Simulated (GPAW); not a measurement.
# GaSb (F-43m) in GPAW: settings compared

One crystal, GaSb, is run at these levels: PBE, optB88-vdW, WC, RPBE+D3(BJ); tasks: band structure, equation of state.

All numbers are computed with GPAW 26.7.0; they aren't measurements. Logs are shortened: lines on timing, memory, paths and dates and some standing lists are left out, and cuts for length are marked. The log counts tension as positive stress, the text compression.

**What was measured.**

From a printed reference work, data compilation, for a bulk crystal of GaSb at 4.2 K: band gap 0.811 eV (direct).

The runs below are set against these values where they give the same quantity.

### Step 1. Starting point

The structure is cubic, space group F-43m (No. 216). The conventional cell has a = 6.118 Å, b = 6.118 Å, c = 6.118 Å, α = 90.00°, β = 90.00°, γ = 90.00°. Around Sb (site symmetry -43m) lie 4 Ga at 2.65 Å. Ga (site symmetry -43m) has 4 Sb at 2.65 Å as nearest neighbours.

### Step 2. Band structure, PBE

The input, run.py:

```python
from ase.dft.bandgap import bandgap
from ase.io import read, write
from gpaw import GPAW

atoms = read('GaSb.cif')

calc = GPAW(mode='lcao',
            h=0.16,
            basis='szp(dzp)',
            xc='PBE',
            kpts={'size': (6, 6, 6), 'gamma': True},
            occupations={'name': 'fermi-dirac', 'width': 0.05},
            convergence={'density': 1e-05, 'energy': 1e-05},
            maxiter=150,
            txt='gpaw.txt')
atoms.calc = calc
energy = atoms.get_potential_energy()
forces = atoms.get_forces()
calc.write('gs.gpw')
write('result.traj', atoms)
print(f'Energy: {energy:.6f} eV')
print('Forces (eV/A):')
print(forces.round(4))
print('Fermi level:', round(calc.get_fermi_level(), 4), 'eV')
print(f'Gap: {bandgap(calc)[0]:.4f} eV, direct: {bandgap(calc, direct=True)[0]:.4f} eV')

path = atoms.cell.bandpath('GXWKGLUWLK,UX', npoints=80, eps=1e-4)
bs_calc = calc.fixed_density(kpts=path, symmetry='off', txt='bands.txt')
bs = bs_calc.band_structure()
bs.write('bs.json')
print(f'Gap on the path: {bandgap(bs_calc)[0]:.4f} eV')
```

The input, GaSb.cif:

```cif
data_GaSb
_cell_length_a 4.32607929
_cell_length_b 4.32607929
_cell_length_c 4.32607929
_cell_angle_alpha 60.00000000
_cell_angle_beta 60.00000000
_cell_angle_gamma 60.00000000
_space_group_name_H-M_alt 'P1'
_space_group_name_Hall 'P 1'
_space_group_IT_number 1
loop_
_space_group_symop_operation_xyz
'x,y,z'
loop_
_atom_site_label
_atom_site_type_symbol
_atom_site_symmetry_multiplicity
_atom_site_Wyckoff_symbol
_atom_site_fract_x
_atom_site_fract_y
_atom_site_fract_z
_atom_site_occupancy
Sb1 Sb 1 a 0.7500000000 0.7500000000 0.7500000000 1
Ga1 Ga 1 a 0.0000000000 0.0000000000 0.0000000000 1
```

Potentials or basis: GPAW PAW data sets (gpaw-data 1.2.1), lcao:szp(dzp).

The run is started by

```console
OMP_NUM_THREADS=1 python run.py
```

gpaw.txt:

```text
__  _  _
 | _ |_)|_||  |
 |__||  | ||/\| - 26.7.0

Input parameters:
  mode=LCAO(),
  basis={'default': 'szp(dzp)'},
  convergence={'density': 1e-05, 'energy': 1e-05},
  h=0.16,
  kpts=MonkhorstPack(size=(6, 6, 6), gamma=True),
  maxiter=150,
  occupations=Occupations(name='fermi-dirac', width=0.05),
  xc=XC(name='PBE')

                          Sb

       Ga

Atoms  # Å, Bohr magnetons
|   | symbol |        x |        y |        z |    initial magnetic moments |
|---|--------|----------|----------|----------|-----------------------------|
| 0 |     Sb | 6.489119 | 3.746495 | 2.649172 | ( 0.0000,  0.0000,  0.0000) |
| 1 |     Ga | 0.000000 | 0.000000 | 0.000000 | ( 0.0000,  0.0000,  0.0000) |

Unit cell  # Å
| periodic |        x |        y |        z |  lengths |    angles |
|----------|----------|----------|----------|----------|-----------|
|      yes | 4.326079 | 0.000000 | 0.000000 | 4.326079 | 60.000000 |
|      yes | 2.163040 | 3.746495 | 0.000000 | 4.326079 | 60.000000 |
|      yes | 2.163040 | 1.248832 | 3.532229 | 4.326079 | 60.000000 |

Number of symmetries: 24
Symmetry operations  # r_c * U_cc + t_c -> r_c
|    | kind |            matrix            |
|----|------|------------------------------|
|  0 |  E   |  1, 0, 0,  0, 1, 0,  0, 0, 1 |
|  1 |  σ   |  1, 0, 0,  0, 0, 1,  0, 1, 0 |
|  2 |  σ   |  1, 0,-1,  0, 1,-1,  0, 0,-1 |
|  3 |  C3  |  1, 0,-1,  0, 0,-1,  0, 1,-1 |
|  4 |  C3  |  1,-1, 0,  0,-1, 1,  0,-1, 0 |
|  5 |  σ   |  1,-1, 0,  0,-1, 0,  0,-1, 1 |
|  6 |  σ   |  0, 1, 0,  1, 0, 0,  0, 0, 1 |
|  7 |  C3  |  0, 1, 0,  0, 0, 1,  1, 0, 0 |
|  8 |  C2  |  0, 1,-1,  1, 0,-1,  0, 0,-1 |
|  9 |  S4  |  0, 1,-1,  0, 0,-1,  1, 0,-1 |
| 10 |  C3  |  0, 0, 1,  1, 0, 0,  0, 1, 0 |
| 11 |  σ   |  0, 0, 1,  0, 1, 0,  1, 0, 0 |
| 12 |  S4  |  0, 0,-1,  1, 0,-1,  0, 1,-1 |
| 13 |  C3  |  0, 0,-1,  0, 1,-1,  1, 0,-1 |
| 14 |  S4  |  0,-1, 1,  1,-1, 0,  0,-1, 0 |
| 15 |  C2  |  0,-1, 1,  0,-1, 0,  1,-1, 0 |
| 16 |  C3  |  0,-1, 0,  1,-1, 0,  0,-1, 1 |
| 17 |  S4  |  0,-1, 0,  0,-1, 1,  1,-1, 0 |
| 18 |  S4  | -1, 1, 0, -1, 0, 1, -1, 0, 0 |
| 19 |  C3  | -1, 1, 0, -1, 0, 0, -1, 0, 1 |
| 20 |  C3  | -1, 0, 1, -1, 1, 0, -1, 0, 0 |
| 21 |  S4  | -1, 0, 1, -1, 0, 0, -1, 1, 0 |
| 22 |  σ   | -1, 0, 0, -1, 1, 0, -1, 0, 1 |
| 23 |  C2  | -1, 0, 0, -1, 0, 1, -1, 1, 0 |

BZ-sampling:
  Number of BZ points: 216
  Number of IBZ points: 16

  Monkhorst-Pack size: [6, 6, 6]
  Monkhorst-Pack shift: [0.08333333333333333, 0.08333333333333333, 0.08333333333333333]

K-points  # in reciprocal-cell coordinates
|     |                                coordinates |     weight |
|-----|--------------------------------------------|------------|
|   0 | (  0.00000000,   0.00000000,   0.00000000) | 0.00462963 |
|   1 | (  0.16666667,   0.16666667,   0.00000000) | 0.02777778 |
|   2 | (  0.16666667,   0.16666667,   0.16666667) | 0.03703704 |
|   3 | (  0.33333333,   0.16666667,   0.16666667) | 0.05555556 |
|   4 | (  0.33333333,   0.33333333,  -0.33333333) | 0.05555556 |
|   5 | (  0.33333333,   0.33333333,   0.00000000) | 0.02777778 |
|   6 | (  0.33333333,   0.33333333,   0.16666667) | 0.11111111 |
|   7 | (  0.33333333,   0.33333333,   0.33333333) | 0.03703704 |
|   8 | (  0.50000000,   0.33333333,  -0.33333333) | 0.11111111 |
|   9 | (  0.50000000,   0.33333333,  -0.16666667) | 0.05555556 |
[... 234 lines left out ...]
    LCAO basis set for Sb:
      Name: szp(dzp)
      File: <dir>
      Number of radial functions: 4
      Number of spherical harmonics: 14
        l=0, rc=6.6250 Bohr: 5s-sz confined orbital
        l=1, rc=8.6719 Bohr: 5p-sz confined orbital
        l=2, rc=3.7656 Bohr: 4d-sz confined orbital
        l=2, rc=8.6719 Bohr: d-type Gaussian polarization
      Number of RI-basis functions 0

  Ga:
    name:    Gallium
    Z:       31.0
    valence: 3
    core:    28
    charge:  0.0  # [|e|]
    compensation charges:
      type: gauss
      rc: 0.37  # [Å]
      lmax: 2
    cutoffs:
      filter: 2.06  # [Å]
      core: 4.17  # [Å]
    projectors
    | kind |    occ | energy [eV] | rcut [Å] |
    |------|--------|-------------|----------|
    |   4s |  2.000 |      -8.945 |    1.164 |
    |   4p |  1.000 |      -2.580 |    1.164 |
    |    s |        |      18.266 |    1.164 |
    |    p |        |      24.631 |    1.164 |
    |    d |        |       0.000 |    1.164 |

    LCAO basis set for Ga:
      Name: szp(dzp)
      File: <dir>
      Number of radial functions: 3
      Number of spherical harmonics: 9
        l=0, rc=7.2656 Bohr: 4s-sz confined orbital
        l=1, rc=10.3438 Bohr: 4p-sz confined orbital
        l=2, rc=10.3438 Bohr: d-type Gaussian polarization
      Number of RI-basis functions 0

Reference energy: -229166.229777  # eV

eigensolver:
  <gpaw.new.lcao.eigensolver.LCAOEigensolver object>
density mixing:
  MSR1-Mixer
  Pratt-step length: 0.05
  Maximum mixing coefficient: 0.75
  Old densities: 10
  SVD Regularization: 0.005
  Good broyden scale: 1.0
  Trust region scale: 1.0
  Backstep threshold: 4.0
  History deletion threshold: 6.0
  Fourier metric: weight=20.0, sigma=0.015

occupation numbers:
  Fermi-Dirac:
    width: 0.0500  # eV

FastPoissonSolver using
    Stencil: 12*3+1=37 point O(h^6) finite-difference Laplacian
    FFT axes: [np.int64(0), np.int64(1), np.int64(2)]
    FST axes: []

xc functional:
  name: PBE with 2 nearest neighbor stencil
interpolation: tri-quintic # 5. degree polynomial

convergence criteria:
- Maximum integral of absolute [dens]ity change: 1e-05 electrons / valence electron
- Maximum [total energy] change in last 3 cyles: 1e-05 eV / valence electron
- Maximum integral of absolute [eigenst]ate change: 4e-08 eV^2 / valence electron
maximum number of iterations: 150

SCF iterations
|iter     | |      energy | eigst |  dens |
|---------|-|-------------|-------|-------|
|iter:   1| |   -6.751339 |      c|       |
|iter:   2| |   -6.740063 |      c| -1.33 |
|iter:   3| |   -6.669133 |      c| -1.35 |
|iter:   4| |   -6.668522 |      c| -1.90 |
|iter:   5| |   -6.668510 |      c| -2.62 |
|iter:   6| |   -6.668509c|      c| -3.69 |
|iter:   7| |   -6.668509c|      c| -4.58 |
|iter:   8| |   -6.668509c|      c| -5.00 |
|iter:   9| |   -6.668509c|      c| -6.44c|

Converged in 9 steps
Energy contributions relative to reference atoms: (reference = -229166.229777)

Energy contributions:
  Kinetic:          -3.615935
  Coulomb:           4.440004
  Zero:              0.103732
  External:          0.000000
  Xc:               -7.595806
  Entropy:          -0.001008
  Spinorbit:         0.000000
  ----------------------------
  Free energy:      -6.669013
  Extrapolated:     -6.668509

dipole moment: (-15.210104, -8.781558, -6.209499)  # |e|*Ang

Fermi level: 4.714
Eigenvalues  # (at kpt = [0.000, 0.000, 0.000])
| band index |      eig [eV] | occ [0-2] |
|------------|---------------|-----------|
|          0 |       -24.526 |     2.000 |
|        ... |               |           |
|          2 |       -24.525 |     2.000 |
|          3 |       -24.503 |     2.000 |
|          4 |       -24.503 |     2.000 |
|          5 |        -6.812 |     2.000 |
|          6 |         4.643 |     1.615 |
|          7 |         4.643 |     1.613 |
|          8 |         4.643 |     1.613 |
|          9 |         4.698 |     1.161 |
|         10 |         7.649 |     0.000 |
|         11 |         7.649 |     0.000 |
|         12 |         7.649 |     0.000 |

No gap
No difference between direct/indirect transitions

Forces  # eV/Ang
|        x |       y |        z |
|----------|---------|----------|
| -0.00000 | 0.00000 |  0.00000 |  # Sb   0
|  0.00000 | 0.00000 | -0.00000 |  # Ga   1

# Writing to gs.gpw (mode='')
```

stdout:

```text
Energy: -6.668509 eV
Forces (eV/A):
[[-0.  0.  0.]
 [ 0.  0. -0.]]
Fermi level: 4.7143 eV
Gap: 0.0000 eV, direct: 0.0000 eV
Gap on the path: 0.0000 eV
```

bands.txt:

```text
convergence criteria:
- Maximum integral of absolute [eigenst]ate change: 4e-08 eV^2 / valence electron
maximum number of iterations: 150

SCF iterations
|iter     | |      energy | eigst |  dens |
|---------|-|-------------|-------|-------|
|iter:   1| |             |      c|       |
[... 80 lines left out ...]
         [0.43055556, 0.43055556, 0.63888889],
         [0.41666667, 0.41666667, 0.66666667],
         [0.40277778, 0.40277778, 0.69444444],
         [0.38888889, 0.38888889, 0.72222222],
         [0.375     , 0.375     , 0.75      ],
         [0.625     , 0.25      , 0.625     ],
         [0.59375   , 0.1875    , 0.59375   ],
         [0.5625    , 0.125     , 0.5625    ],
         [0.53125   , 0.0625    , 0.53125   ],
         [0.5       , 0.        , 0.5       ]])),
  maxiter=150,
  occupations=Occupations(name='fermi-dirac', width=0.05),
  symmetry=Symmetry(point_group=False, time_reversal=False),
  xc=XC(name='PBE')
```

Wall time 51 s (1 thread of Arm Neoverse V2, shared host); peak memory 0.22 GiB.

These settings aren't checked as converged: the numbers below hold their error.

What came out:

- Free energy: -6.6690 eV
- Band gap along the path: none (metal or under the smearing width)

Caveat: the real-space grid adds noise to forces; spin-orbit coupling is left out, which moves the levels of the heavy elements; the basis of atomic orbitals isn't converged, which shifts pressures, moduli and gaps.

### Step 3. Equation of state, optB88-vdW

The input, run.py:

```python
from ase.eos import EquationOfState
from ase.io import Trajectory, read
from ase.units import GPa
from gpaw import GPAW, PW

atoms = read('GaSb.cif')

traj = Trajectory('eos.traj', 'w')
volumes, energies = [], []
for x in [0.94, 0.96, 0.98, 1.0, 1.02, 1.04, 1.06]:
    a = atoms.copy()
    a.set_cell(atoms.cell * x**(1 / 3), scale_atoms=True)
    calc = GPAW(mode=PW(600),
                xc={'name': 'optB88-vdW', 'backend': 'libvdwxc'},
                kpts={'size': (6, 6, 6), 'gamma': True},
                occupations={'name': 'fermi-dirac', 'width': 0.05},
                nbands=18,
                convergence={'density': 1e-05, 'energy': 1e-05},
                maxiter=150,
                legacy_gpaw=True,
                txt=f'eos-{x:.2f}.txt')
    a.calc = calc
    energies.append(a.get_potential_energy(force_consistent=True))
    volumes.append(a.get_volume())
    calc.write(f'eos-{x:.2f}.gpw')
    traj.write(a)
    print(f'{x:.2f} {volumes[-1]:10.4f} A^3 {energies[-1]:14.6f} eV', flush=True)

v0, e0, B = EquationOfState(volumes, energies, eos='birchmurnaghan').fit()
print(f'V0 = {v0:.4f} A^3, E0 = {e0:.6f} eV, B0 = {B / GPa:.2f} GPa')
```

GaSb.cif is that of step 2.

Potentials or basis: GPAW PAW data sets (gpaw-data 1.2.1), pw.

The run is started by

```console
OMP_NUM_THREADS=1 python run.py
```

It took 58 s on 1 thread of Arm Neoverse V2, shared host; peak memory 0.21 GiB.

It converged, with:

* Equilibrium volume: 30.22 Å³/atom
* Bulk modulus: 44 GPa
* Pressure derivative of the bulk modulus: 4.4 (rough: it moves with the points fitted)

Energy against volume, from the lowest point:
```tsv
volume (Å³/atom)	energy (meV/atom)
26.907	61.65
27.480	40.44
28.052	24.42
28.625	12.79
29.197	4.92
29.770	0.77
30.342	0.00
```

Caveat: the PAW data sets were made with another functional, which shifts forces and pressure a little. Zero-point motion and thermal expansion aren't in these numbers.

### Step 4. Band structure, PBE

The input, run.py:

```python
from ase.dft.bandgap import bandgap
from ase.io import read, write
from gpaw import GPAW

atoms = read('GaSb.xyz')

calc = GPAW(mode='lcao',
            h=0.16,
            basis='sz(dzp)',
            xc='PBE',
            kpts={'size': (6, 6, 6), 'gamma': True},
            occupations={'name': 'fermi-dirac', 'width': 0.05},
            convergence={'density': 1e-05, 'energy': 1e-05},
            maxiter=150,
            txt='gpaw.txt')
atoms.calc = calc
energy = atoms.get_potential_energy()
forces = atoms.get_forces()
calc.write('gs.gpw')
write('result.traj', atoms)
print(f'Energy: {energy:.6f} eV')
print('Forces (eV/A):')
print(forces.round(4))
print('Fermi level:', round(calc.get_fermi_level(), 4), 'eV')
print(f'Gap: {bandgap(calc)[0]:.4f} eV, direct: {bandgap(calc, direct=True)[0]:.4f} eV')

path = atoms.cell.bandpath('GXWKGLUWLK,UX', npoints=60, eps=1e-4)
bs_calc = calc.fixed_density(kpts=path, symmetry='off', txt='bands.txt')
bs = bs_calc.band_structure()
bs.write('bs.json')
print(f'Gap on the path: {bandgap(bs_calc)[0]:.4f} eV')
```

The input, GaSb.xyz:

```xyz
2
Lattice="0.0000000000 3.0590000000 3.0590000000 3.0590000000 0.0000000000 3.0590000000 3.0590000000 3.0590000000 0.0000000000" Properties=species:S:1:pos:R:3 pbc="T T T"
Sb     4.5885000000      4.5885000000      4.5885000000
Ga     0.0000000000      0.0000000000      0.0000000000
```

Potentials or basis: GPAW PAW data sets (gpaw-data 1.2.1), lcao:sz(dzp).

The run is started by

```console
OMP_NUM_THREADS=1 python run.py
```

It took 14 s on 1 thread of Arm Neoverse V2, shared host; peak memory 0.2 GiB.

These settings aren't checked as converged: the numbers below hold their error.

What came out:

| Quantity | Value |
| --- | --- |
| Free energy | -6.1334 eV |
| Band gap along the path | none (metal or under the smearing width) |

Caveat: the real-space grid adds noise to forces; spin-orbit coupling is left out, which moves the levels of the heavy elements; the basis of atomic orbitals isn't converged, which shifts pressures, moduli and gaps.

(Part 1 of 2 ends here.)
